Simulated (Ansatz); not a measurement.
A run of Ansatz 0.2.0:

Contents of input.yaml:

```yaml
crystal:
  lattice:
    - [0.0, 2.74607, 2.74607]
    - [2.74607, 0.0, 2.74607]
    - [2.74607, 2.74607, 0.0]
  atoms:
    - { symbol: In, position: [0.0, 0.0, 0.0] }
    - { symbol: Pd, position: [0.5, 0.5, 0.5] }
hamiltonian:
  xc: r2scan
  pseudopotentials: { kind: paw }
  dispersion: d4
kpoints:
  mp_grid: { grid: [8, 8, 8] }
scf:
  occupations: { method: fermi_dirac, width: 0.05 }
output:
  forces: true
  stress: true
  eigenvalues: true
relax:
  f_tol: 0.01
  max_steps: 40
  cell: { stress_tol: 0.05 }
```

Potentials or basis: Ansatz PAW.

Run with:

```console
$ ansatz run input.yaml --threads 2 --pin off --max-ram 5632MiB --backend cpu --events-out ev --progress --plain --runs-dir out
```

Hardware: 2 threads of Arm Neoverse V1, on a shared host.

Task: How long does it take, and how much memory?

Result: It took 10 s on 2 threads of Arm Neoverse V1 (shared host), peak memory 0.45 GiB. Counts: scf iterations 34, plane waves 965, k points 29, bands 20, ion steps 5.
